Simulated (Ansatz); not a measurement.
**A C vacancy in 4H-SiC, 95 atoms, charge −1**

Computed with Ansatz 0.2.0, DFT, PBEsol, PAW, plane waves.

Command:

```sh
ansatz run in.yaml --threads 32 --pin off --max-ram 171000MiB --runs-dir r --events-out ev --progress --plain --backend cuda --devices 0,
```

The input less its lattice and atoms (starting moments on atoms near the defect: 1 μB in all):

```yaml
crystal:
  symmetry: { detect: false }
kpoints:
  mp_grid: { grid: [1, 1, 1], shift: [0.25, 0.25, 0.25] }
hamiltonian:
  xc: pbesol
total_charge: -1
magnetization:
  spin_polarized: true
scf:
  occupations: { method: fermi_dirac, width: 0.01 }
relax:
  f_tol: 0.03
  max_steps: 80
  escape_saddle: false
  adjacent_minimum: "off"
output:
  forces: true
  eigenvalues: true
  populations: true
  charged_corrections: { epsilon: 9.7 }
```

Start:

```xyz
95
Lattice="9.2342 0.0000 0.0000 0.0000 10.6627 0.0000 0.0000 0.0000 10.0759" Properties=species:S:1:pos:R:3 pbc="T T T"
Si    0.0013    0.0078    5.0449
Si    3.0535    0.0002    5.0563
Si    1.5212    2.6927    5.0514
Si    9.2113    5.3498    5.0412
Si    6.1462    0.0254    5.0131
Si    4.6222    2.6466    5.0337
Si    3.0646    5.3487    5.0042
Si    1.5344    7.9961    5.0669
Si    7.6947    2.6544    5.0436
Si    6.1524    5.3177    5.0578
Si    4.6288    7.9791    5.0387
Si    7.6659    8.0114    5.0554
Si    9.2261    1.8016    2.5045
Si    3.0941    1.7440    2.4997
Si    1.5602    4.4435    2.5393
Si    9.2128    7.1226    2.5344
Si    6.1740    1.7371    2.5449
Si    4.6600    4.4445    2.5339
Si    3.0647    7.1132    2.5516
Si    1.5347    9.7866    2.5249
Si    7.7093    4.4463    2.5185
Si    6.1552    7.1562    2.4999
Si    4.5987    9.7531    2.5066
Si    7.6710    9.7520    2.5543
Si    1.5429    0.8760    7.5481
Si    9.2303    3.5944    7.5493
Si    4.6113    0.8858    7.5243
Si    3.0847    3.5380    7.5334
Si    1.5492    6.2297    7.5468
Si    9.2290    8.8717    7.5501
Si    7.7273    0.8907    7.5316
Si    6.1932    3.5892    7.5426
Si    4.6245    6.2066    7.5667
Si    3.0763    8.8961    7.5301
Si    7.6731    6.2603    7.5659
Si    6.1603    8.8701    7.5586
Si    9.2217   10.6340    0.0264
Si    3.1046    0.0020   10.0683
Si    1.5673    2.6451   10.0596
Si    0.0282    5.3417   10.0656
Si    6.1378   10.6476    0.0056
Si    4.6221    2.6312   10.0657
Si    3.0827    5.3262   10.0688
Si    1.5329    8.0050   10.0412
Si    7.6752    2.6435   10.0720
Si    6.1669    5.3409    0.0144
Si    4.6568    7.9817    0.0223
Si    7.7120    8.0207   10.0437
C     0.0396    0.0437    1.9061
C     3.0925    0.0153    1.9048
C     1.5526    2.6773    1.9019
C     9.2265    5.3501    1.8793
C     6.2210    0.0031    1.8494
C     4.6333    2.6482    1.8758
C     3.0717    5.3169    1.8677
C     1.5219    8.0154    1.8744
C     7.7209    2.6931    1.8427
C     6.1637    5.3270    1.9060
C     4.5878    8.0158    1.8630
C     7.6459    8.0215    1.9094
C     0.0062   10.6550    6.9611
C     3.0692    0.0020    6.9391
C     1.5563    2.6427    6.9251
C     0.0085    5.2839    6.9250
C     6.1193    0.0117    6.9201
C     4.6296    2.6569    6.9381
C     3.0843    5.3508    6.9088
C     1.5150    8.0237    6.9476
C     7.6992    2.6427    6.9306
C     6.1955    5.3258    6.9198
C     4.6353    8.0007    6.9404
C     7.7072    7.9737    6.9373
C     9.2094    1.7894    4.3955
C     3.0635    1.7930    4.4438
C     1.5284    4.4362    4.4234
C     0.0038    7.1402    4.4542
C     6.1421    1.7640    4.4150
C     3.0776    7.1417    4.4093
C     1.5270    9.7879    4.4075
C     7.6828    4.4673    4.4289
C     6.1404    7.1158    4.4218
C     4.6003    9.7788    4.4184
C     7.7069    9.7673    4.4448
C     1.5349    0.8976    9.4120
C     9.2002    3.5655    9.4366
C     4.6006    0.8766    9.4572
C     3.0804    3.5543    9.4554
C     1.5435    6.2357    9.4737
C     9.2300    8.8852    9.4529
C     7.6734    0.8660    9.4741
C     6.1717    3.5537    9.4512
C     4.5901    6.2185    9.4546
C     3.0810    8.9050    9.4486
C     7.6740    6.1788    9.4670
C     6.1727    8.8974    9.4584
```

Steps:

```json
{"step": "start", "energy less the first (eV)": "0.000", "largest force component (eV/Å)": "2.081"}
{"step": "1", "energy less the first (eV)": "-1.160", "largest force component (eV/Å)": "1.123"}
{"step": "2", "energy less the first (eV)": "-1.565", "largest force component (eV/Å)": "0.057"}
{"step": "3", "energy less the first (eV)": "-1.567", "largest force component (eV/Å)": "0.018"}
```

End:

```
Si C
1.0
     9.23420    0.00000    0.00000
     0.00000   10.66274    0.00000
     0.00000    0.00000   10.07595
Si C
48 47
Direct
  0.00016 0.00025 0.49984
  0.33422 0.00107 0.49969
  0.16776 0.25089 0.49941
  0.00038 0.50007 0.49961
  0.66602 0.00126 0.49974
  0.49990 0.26057 0.49838
  0.34395 0.49468 0.49810
  0.16750 0.74879 0.49964
  0.83241 0.25095 0.49948
  0.65681 0.49505 0.49844
  0.50017 0.74898 0.49936
  0.83293 0.74900 0.49972
  0.99996 0.16725 0.25056
  0.33366 0.16712 0.25075
  0.16687 0.41715 0.25081
  0.00001 0.66665 0.25007
  0.66626 0.16726 0.25082
  0.49969 0.41702 0.25708
  0.33333 0.66647 0.25055
  0.16676 0.91681 0.25046
  0.83289 0.41717 0.25092
  0.66661 0.66654 0.25064
  0.49999 0.91675 0.25030
  0.83323 0.91685 0.25049
  0.16680 0.08377 0.74980
  0.00002 0.33363 0.74970
  0.49996 0.08414 0.74938
  0.33393 0.33387 0.75003
  0.16712 0.58304 0.74906
  0.00000 0.83331 0.74968
  0.83314 0.08379 0.74982
  0.66602 0.33389 0.75009
  0.50000 0.58283 0.74994
  0.33348 0.83345 0.74967
  0.83298 0.58314 0.74932
  0.66647 0.83348 0.74971
  0.99997 0.00024 0.00009
  0.33349 0.00015 0.00007
  0.16671 0.25038 0.00028
  0.99993 0.50038 0.00003
  0.66643 0.00018 0.00014
  0.49991 0.25061 0.00067
  0.33353 0.50008 0.00046
  0.16661 0.74993 0.99990
  0.83317 0.25038 0.00034
  0.66621 0.50004 0.00068
  0.49995 0.74996 0.00013
  0.83333 0.74996 0.99999
  0.00003 0.00037 0.18763
  0.33330 0.00017 0.18745
  0.16675 0.25028 0.18743
  0.99991 0.50005 0.18733
  0.66676 0.00025 0.18753
  0.49999 0.25001 0.18768
  0.33292 0.50043 0.18735
  0.16670 0.75031 0.18734
  0.83331 0.25030 0.18747
  0.66690 0.50040 0.18770
  0.50002 0.75015 0.18729
  0.83343 0.75034 0.18741
  0.99991 0.00021 0.68753
  0.33331 0.00026 0.68730
  0.16683 0.25032 0.68737
  0.00005 0.50015 0.68714
  0.66654 0.00026 0.68733
  0.49991 0.25041 0.68856
  0.33363 0.49995 0.68832
  0.16669 0.75007 0.68722
  0.83300 0.25036 0.68744
  0.66647 0.50008 0.68863
  0.49993 0.74990 0.68728
  0.83316 0.75009 0.68728
  0.00000 0.16706 0.43853
  0.33392 0.16718 0.43793
  0.16761 0.41712 0.43792
  0.00025 0.66663 0.43794
  0.66610 0.16753 0.43802
  0.33380 0.66589 0.43777
  0.16699 0.91657 0.43842
  0.83298 0.41715 0.43813
  0.66665 0.66622 0.43785
  0.50012 0.91660 0.43824
  0.83331 0.91671 0.43844
  0.16668 0.08354 0.93802
  0.99994 0.33354 0.93793
  0.49996 0.08325 0.93804
  0.33320 0.33347 0.93844
  0.16639 0.58364 0.93766
  0.99996 0.83362 0.93786
  0.83325 0.08356 0.93806
  0.66670 0.33347 0.93853
  0.49996 0.58359 0.93834
  0.33328 0.83346 0.93783
  0.83346 0.58361 0.93792
  0.66668 0.83349 0.93792
```

The run converged.

Time: 6.9 s of wall time on one NVIDIA GB300 with 32 processor threads, on a host shared with other runs; peak host memory 2 GiB.

(1) How much energy did the relaxation gain, and which atom moved most?

The moment started at 1 μB and ended at 3.0 μB; no other spin state is shown. The one k point has no symmetry partners, which can distort the end along one axis.

## Answers

(1) 1.57 eV in 3 steps, from a start with small random displacements; atom 7 (Si) moved 0.13 Å, the median atom 0.03 Å (drift of the whole cell removed).
